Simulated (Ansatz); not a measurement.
# InP (F-43m) in Ansatz: further runs, part 2 of 2

Ansatz 0.2.0. The steps go on from the part before.

**3. Relaxation of cell and atoms, LDA, target pressure 2 GPa, at which the enthalpy is minimised**

The input, input.yaml:

```yaml
crystal:
  lattice:
    - [0.0, 2.9305, 2.9305]
    - [2.9305, 0.0, 2.9305]
    - [2.9305, 2.9305, 0.0]
  atoms:
    - { symbol: In, position: [0.0, 0.0, 0.0] }
    - { symbol: P, position: [0.75, 0.75, 0.75] }
kpoints:
  mp_grid: { grid: [8, 8, 8] }
scf:
  occupations: { method: fermi_dirac, width: 0.05 }
hamiltonian:
  xc: lda
  pseudopotentials: { kind: all_electron, lapw: { basis_error: 0.001 } }
output:
  forces: true
  stress: true
relax:
  f_tol: 0.005
  max_steps: 60
  cell: { p_target: 2.0 }
```

Potentials or basis: all-electron LAPW, scalar-relativistic.

Run with:

```sh
$ ansatz run input.yaml --threads 1 --pin off --max-ram 3072MiB --backend cpu --events-out ev --progress --plain --runs-dir out
```

The program printed:

```text
Warning: RAYON_NUM_THREADS=1 ignored (pool sized by the plan → 1); use --threads N
The last accepted step is kept in <dir> (removed where the run ends without a failure and the disk answers)
LAPW: plane waves up to 8.351 Å⁻¹, error target 1.0e-3 eV per atom; small_component_spin mean_spin; P in spheres of 1.077 Å, 13 of its electrons in bands, Dirac shells []; In in spheres of 1.385 Å, 21 of its electrons in bands, Dirac shells [] (how accurate: hamiltonian.pseudopotentials.lapw.basis_error, Limitations)
Engine: ansatz 0.2.0, aarch64-unknown-linux-gnu
Pseudopotentials: kind: all_electron
Pseudopotential: In, LAPW, valence charge 21, lapw/all_electron/scalar/gaussian/In, Koelling and Harmon's equation, gaussian nucleus
Pseudopotential: P, LAPW, valence charge 13, lapw/all_electron/scalar/gaussian/P, Koelling and Harmon's equation, gaussian nucleus
Functional definition: SPW92
  exchange = slater_x
  correlation = pw_c
Crystal: 2 atoms, lattice volume = 50.333 Å³
Basis set: ecut = 265.73250087571967 eV, 531 PW (Γ), exchange–correlation at level 2
Bands: 21, of which v1, the nominal top of the filled ones, is band 17 counted from 1 (16 counted from 0)
Symmetry: 24 space group operations
Space group: F-43m (ITA 216), of the structure as read, at distance tolerance 3.7e-5 Å
k-points: 29 of 512 (time reversal used)
Non-local potential: In, projectors of the file, none
Non-local potential: P, projectors of the file, none
Initial density: superposition of atomic densities (chi_scale 0.1, normalization cell, long waves kept (reshape's long-wave potential 0.00 eV rms))
Initial wavefunctions: plane waves of lowest kinetic energy (no species holds an atomic orbital)
Functional: x = slater, c = lda
iter 1 solved again at ethr=3.36e-3 eV; its pass at ethr=1.00e-1 eV (dr2=1.14e0 eV) is discarded
SCF iter   1: F=—  HF=-169185.639288 eV  |F-HF|=—  |Δ(HF+E_count)|=         —  Δρ=3.55e-2  dr2=1.14e0  ethr=3.36e-3  ⟨swp⟩=2.0  Hψ=4109  notcnv=0
preconditioner: auto → none  [insulator: Δε(μ)=0.937 eV  Ē_g=14.187 eV  σ=0.050 eV  W_gap=1.00  n_scr=14 (ndim 8)  ℏωp=22.2 eV  f_vac=0.038  D(μ)=0.00/eV (n_scr^D=0)  ε∞_Penn≈3.4]
iter 2 solved again at ethr=2.15e-4 eV; its pass at ethr=3.36e-3 eV (dr2=7.30e-2 eV) is discarded
SCF iter   2: F=—  HF=-169185.256620 eV  |F-HF|=—  |Δ(HF+E_count)|=   3.83e-1  Δρ=1.26e-2  dr2=7.30e-2  ethr=2.15e-4  ⟨swp⟩=2.0  Hψ=3212  notcnv=0
SCF iter   3: F=—  HF=-169185.218686 eV  |F-HF|=—  |Δ(HF+E_count)|=   3.79e-2  Δρ=5.96e-3  dr2=1.40e-2  ethr=2.15e-4  ⟨swp⟩=2.0  Hψ=1791  notcnv=0
SCF iter   4: F=—  HF=-169185.214594 eV  |F-HF|=—  |Δ(HF+E_count)|=         —  Δρ=1.13e-3  dr2=6.27e-4  ethr=4.12e-5  ⟨swp⟩=2.0  Hψ=1675  notcnv=0
the basis was enlarged: its passes take 88.3 KiB over the memory plan, 1 of 1 planned eigensolver slots
SCF iter   5: F=—  HF=-169185.214067 eV  |F-HF|=—  |Δ(HF+E_count)|=   5.27e-4  Δρ=1.38e-4  dr2=5.75e-6  ethr=1.84e-6  ⟨swp⟩=2.6  Hψ=1699  notcnv=0
SCF iter   6: F=—  HF=-169185.214067 eV  |F-HF|=—  |Δ(HF+E_count)|=   7.51e-7  Δρ=2.28e-5  dr2=1.69e-7  ethr=1.69e-8  ⟨swp⟩=2.9  Hψ=1714  notcnv=0
SCF iter   7: F=-169185.214067 eV  HF=-169185.214067 eV  |F-HF|=0.00e0  |Δ(HF+E_count)|=   9.03e-8  Δρ=1.83e-6  dr2=1.04e-9  ethr=4.97e-10  ⟨swp⟩=2.6  Hψ=1694  notcnv=0
SCF 1 converged in 7 iterations: F = -169185.214067 eV  dr2 = 1.04e-9
relax step   1: F+E_penalty+E_count = -169185.21406668 eV  Δ(F+E_penalty+E_count) = +0.000e0 eV  max|allowed force component| = 7.401e-17 eV/Å  Δτ_max = 0.0000 Å  P = -1.201 GPa  Ω = 50.333 Å³  (7 SCF iters, accepted)
Crystal: 2 atoms, lattice volume = 47.675 Å³
Basis set: ecut = 275.52060787875087 eV, 531 PW (Γ), exchange–correlation at level 2
Initial density: handed on by an earlier stage of this run
Initial wavefunctions: those handed on with the density
iter 1 solved again at ethr=2.21e-6 eV; its pass at ethr=1.00e-1 eV (dr2=7.53e-4 eV) is discarded
SCF iter   1: F=—  HF=-169185.202400 eV  |F-HF|=—  |Δ(HF+E_count)|=         —  Δρ=8.82e-4  dr2=7.94e-4  ethr=2.21e-6  ⟨swp⟩=4.0  Hψ=3228  notcnv=0
preconditioner: auto → none  [insulator: Δε(μ)=0.779 eV  Ē_g=14.836 eV  σ=0.050 eV  W_gap=1.00  n_scr=14 (ndim 8)  ℏωp=22.8 eV  f_vac=0.113  D(μ)=0.00/eV (n_scr^D=0)  ε∞_Penn≈3.4]
[... 12 lines left out ...]
preconditioner: auto → none  [insulator: Δε(μ)=0.712 eV  Ē_g=14.791 eV  σ=0.050 eV  W_gap=1.00  n_scr=14 (ndim 8)  ℏωp=22.7 eV  f_vac=0.118  D(μ)=0.00/eV (n_scr^D=0)  ε∞_Penn≈3.4]
SCF iter   2: F=—  HF=-169185.210034 eV  |F-HF|=—  |Δ(HF+E_count)|=   1.11e-5  Δρ=6.27e-5  dr2=3.31e-6  ethr=6.78e-8  ⟨swp⟩=3.0  Hψ=1755  notcnv=0
SCF iter   3: F=—  HF=-169185.210034 eV  |F-HF|=—  |Δ(HF+E_count)|=   5.17e-7  Δρ=2.70e-5  dr2=5.17e-7  ethr=9.73e-9  ⟨swp⟩=2.0  Hψ=1658  notcnv=0
SCF iter   4: F=-169185.210034 eV  HF=-169185.210034 eV  |F-HF|=5.53e-8  |Δ(HF+E_count)|=   6.70e-8  Δρ=9.39e-6  dr2=7.42e-8  ethr=1.52e-9  ⟨swp⟩=2.0  Hψ=1659  notcnv=0
SCF 3 converged in 4 iterations: F = -169185.210034 eV  dr2 = 7.42e-8
relax step   3: F+E_penalty+E_count = -169185.21003356 eV  Δ(F+E_penalty+E_count) = -7.908e-3 eV  max|allowed force component| = 5.551e-17 eV/Å  Δτ_max = 0.0000 Å  P = +1.936 GPa  Ω = 48.206 Å³  (4 SCF iters, accepted)
Crystal: 2 atoms, lattice volume = 48.168 Å³
Basis set: ecut = 273.63683222445457 eV, 531 PW (Γ), exchange–correlation at level 2
iter 1 solved again at ethr=1.96e-10 eV; its pass at ethr=1.00e-1 eV (dr2=6.66e-8 eV) is discarded
SCF iter   1: F=—  HF=-169185.209567 eV  |F-HF|=—  |Δ(HF+E_count)|=         —  Δρ=1.05e-5  dr2=9.52e-8  ethr=1.96e-10  ⟨swp⟩=5.0  Hψ=3462  notcnv=0
preconditioner: auto → none  [insulator: Δε(μ)=0.718 eV  Ē_g=14.793 eV  σ=0.050 eV  W_gap=1.00  n_scr=14 (ndim 8)  ℏωp=22.7 eV  f_vac=0.118  D(μ)=0.00/eV (n_scr^D=0)  ε∞_Penn≈3.4]
SCF iter   2: F=-169185.209567 eV  HF=-169185.209567 eV  |F-HF|=1.87e-8  |Δ(HF+E_count)|=   5.98e-8  Δρ=3.41e-6  dr2=9.88e-9  ethr=1.96e-10  ⟨swp⟩=3.0  Hψ=1761  notcnv=0
SCF 4 converged in 2 iterations: F = -169185.209567 eV  dr2 = 9.88e-9
relax step   4: F+E_penalty+E_count = -169185.20956660 eV  Δ(F+E_penalty+E_count) = +4.670e-4 eV  max|allowed force component| = 7.170e-17 eV/Å  Δτ_max = 0.0000 Å  P = +1.999 GPa  Ω = 48.168 Å³  (2 SCF iters, accepted)
iter 1 solved again at ethr=2.90e-11 eV; its pass at ethr=1.00e-1 eV (dr2=9.88e-9 eV) is discarded
SCF iter   1: F=—  HF=-169185.209567 eV  |F-HF|=—  |Δ(HF+E_count)|=         —  Δρ=3.41e-6  dr2=9.88e-9  ethr=2.90e-11  ⟨swp⟩=3.3  Hψ=2912  notcnv=0
preconditioner: auto → none  [insulator: Δε(μ)=0.718 eV  Ē_g=14.794 eV  σ=0.050 eV  W_gap=1.00  n_scr=14 (ndim 8)  ℏωp=22.7 eV  f_vac=0.118  D(μ)=0.00/eV (n_scr^D=0)  ε∞_Penn≈3.4]
iter 2 solved again at ethr=2.74e-12 eV; its pass at ethr=2.90e-11 eV (dr2=9.33e-10 eV) is discarded
SCF iter   2: F=-169185.209567 eV  HF=-169185.209567 eV  |F-HF|=1.54e-9  |Δ(HF+E_count)|=   5.76e-9  Δρ=1.19e-6  dr2=9.35e-10  ethr=2.74e-12  ⟨swp⟩=2.0  Hψ=3010  notcnv=0
SCF 5 converged in 2 iterations: F = -169185.209567 eV  dr2 = 9.35e-10
relax step   5: F+E_penalty+E_count = -169185.20956682 eV  Δ(F+E_penalty+E_count) = -2.218e-7 eV  max|allowed force component| = 8.327e-17 eV/Å  Δτ_max = 0.0000 Å  P = +1.998 GPa  Ω = 48.168 Å³  stress off target by 1.69e-3 GPa  SCF on the basis re-selected at this cell (its energy is not comparable with the rows above)  (2 SCF iters)
basis re-selected at this cell: Δ(F+E_penalty+E_count) = -2.218e-7 eV, ΔP = -0.000 GPa vs the last step (what re-selecting the basis moved, after the strain that the cell walked since its last selection, with what the two solves' SCF thresholds leave and, on support functions, any second-order correction that the steps lacked; it is no measure of the basis error at this ecutwfc). This SCF's stress stands 1.69e-3 GPa from its target on what of the cell is left free (relax.cell.stress_tol is 5.00e-2 GPa) and its largest allowed force component is 8.33e-17 eV/Å (relax.f_tol is 5.00e-3 eV/Å): within both
SCF converged after 2 iterations
Free energy (F): -169185.209567 eV
Harris-Foulkes:  -169185.209567 eV  (|F-HF|=1.54e-9)
Internal energy: -169185.209562 eV  (E = F + TS)
E sigma→0 (E₀):  -169185.209565 eV
Entropy (-TS):   -0.000005 eV (-0.002 meV/atom)
Fermi energy:    9.908188 eV
--- Per-component energies (eV) ---
  E_band       = -1568.068887
  E_kinetic    = 177100.705670
  E_xc         = -4812.425287
  E_electrostatic = -341473.489945  (all electrons and nuclei)
  E_smearing   = -0.000005  (= −TS)
  E_closure    = 0.000000  (closes the sum)
  E_atoms      = -169175.566580  (free atoms, spherical and without spin; not in F)
  Σ components = -169185.209567   (vs F -169185.209567, Δ=0.00e0)
  Basis errors (estimates in eV, not in F): energy 4.7e-4 per atom: plane waves 4.3e-4 (2.5e-4 summed), levels above the bands 8.0e-34, relativity 4.9e-9, radial functions 3.7e-5, core shells 2.9e-7; eigenvalues (radial functions only) 6.2e-7; not estimated: angular momenta, meshes, grids; target (lapw.basis_error) 1.0e-3; muffin-tin radii P 1.062 Å, In 1.364 Å
--- Forces (eV/Å), atoms counted from 1 ---
  atom   1  In     0.00000000    -0.00000000    -0.00000000
  atom   2  P     -0.00000000     0.00000000     0.00000000
  max |Σ_I F_I| component: 1.16e-17 eV/Å
--- Stress (GPa, compression-positive) ---
        1.998309      -0.000000      -0.000000
       -0.000000       1.998309      -0.000000
       -0.000000      -0.000000       1.998309
  P = ⅓ Tr σ = 1.9983 GPa (19.983 kbar)
--- Relaxed structure (4 steps of the walk, 4 accepted, 1 SCFs on fresh bases) ---
  F+E_penalty+E_count = -169185.20956682 eV   max|allowed force component| = 8.327e-17 eV/Å   (the final SCF, on the basis selected at the relaxed cell)
  cell:  # Å, volume = 48.1682 Å³
    - [3.8314809231734425e-34, 2.887864326970655, 2.887864326970655]
    - [2.887864326970655, -1.8962347405232923e-33, 2.887864326970655]
    - [2.887864326970655, 2.887864326970655, -9.29905396003445e-34]
  atoms:
    - { symbol: In, position: [-3.128554514961066e-34, 3.1713410920256317e-34, 3.838811694232862e-34] }
    - { symbol: P, position: [0.7499999999999999, 0.7499999999999999, 0.7499999999999999] }
```

Run time: 36 s. Hardware: 1 thread of Arm Neoverse V1, shared host; peak memory 0.28 GiB.

Results:

```yaml
Free_energy: -169185.2096 eV
Relaxed_volume: 24.08 Å³/atom
Relaxed_cell: a = 4.084 Å, b = 4.084 Å, c = 4.084 Å, α = 60.00°, β = 60.00°, γ = 60.00°
Space_group_after_relaxing_to_0.05_Å: F-43m (No. 216)
Energy_change_on_relaxing_the_enthalpy_is_what_falls: +2.2 meV/atom
Ionic_steps: 5
Pressure_after_relaxing: 2.0 GPa
Band_gap_on_the_k_mesh: 0.72 eV
```

Step by step:
| step | energy change (eV) | largest force (eV/Å) | volume (Å³) |
| --- | --- | --- | --- |
| 1 | 0.0000 | 0.0000 | 50.33 |
| 2 | 0.0119 | 0.0000 | 47.68 |
| 3 | 0.0040 | 0.0000 | 48.21 |
| 4 | 0.0045 | 0.0000 | 48.17 |
| 5 | 0.0045 | 0.0000 | 48.17 |

Final structure:
```
In P
1.0
     0.00000    2.88786    2.88786
     2.88786    0.00000    2.88786
     2.88786    2.88786    0.00000
In P
1 1
Cartesian
  0.0000 0.0000 0.0000
  4.3318 4.3318 4.3318
```

Caveat: spin-orbit coupling is left out, which moves the levels of the heavy elements. LDA gaps usually lie below the measured ones, often by a third to a half.

**4. Relaxation of cell and atoms, LDA, target pressure 5 GPa, at which the enthalpy is minimised**

input.yaml, as its differences from that of step 3:

```diff
@@ -21,2 +21,2 @@
   max_steps: 60
-  cell: { p_target: 2.0 }
+  cell: { p_target: 5.0 }
```

Run with:

```sh
$ ansatz run input.yaml --threads 1 --pin off --max-ram 3072MiB --backend cpu --events-out ev --progress --plain --runs-dir out
```

Wall time 37 s (1 thread of Arm Neoverse V1, shared host); peak memory 0.28 GiB.

It converged, with:

| Item | Value |
| --- | --- |
| Free energy | -169185.1745 eV |
| Relaxed volume | 23.27 Å³/atom |
| Relaxed cell | a = 4.037 Å, b = 4.037 Å, c = 4.037 Å, α = 60.00°, β = 60.00°, γ = 60.00° |
| Space group after relaxing (to 0.05 Å) | F-43m (No. 216) |
| Energy change on relaxing (the enthalpy is what falls) | +19.8 meV/atom |
| Ionic steps | 5 |
| Pressure after relaxing | 5.0 GPa |
| Band gap on the k mesh | 0.90 eV |

Step by step:
```csv
step,energy change (eV),largest force (eV/Å),volume (Å³)
1,0.0000,0.0000,50.33
2,0.0895,0.0000,45.27
3,0.0346,0.0000,46.70
4,0.0396,0.0000,46.54
5,0.0396,0.0000,46.54
```

Final structure:
```cif
data_structure
_symmetry_space_group_name_H-M 'P 1'
_symmetry_Int_Tables_number 1
_cell_length_a 4.0374
_cell_length_b 4.0374
_cell_length_c 4.0374
_cell_angle_alpha 60.000
_cell_angle_beta 60.000
_cell_angle_gamma 60.000
_cell_volume 46.54
loop_
_atom_site_label
_atom_site_type_symbol
_atom_site_fract_x
_atom_site_fract_y
_atom_site_fract_z
_atom_site_occupancy
In1 In 0.00000 0.00000 0.00000 1
P1 P 0.75000 0.75000 0.75000 1
```

Caveat: spin-orbit coupling is left out, which moves the levels of the heavy elements.

**5. Summary**

```tsv
cell	gap on the mesh (eV)	pressure (GPa)
relaxed	0.57	0.0
relaxed to 2 GPa	0.72	2.0
relaxed to 5 GPa	0.90	5.0
```

Alike in all rows: task relaxation of cell and atoms; level LDA; potentials or basis all-electron LAPW, scalar-relativistic; no spin polarisation; k mesh 8 × 8 × 8; smearing fermi-dirac 0.05 eV; basis error allowed 0.001 eV/atom.

Caveats: spin-orbit coupling is left out, which moves the levels of the heavy elements.

Compare energies only between runs with the same functional and basis.
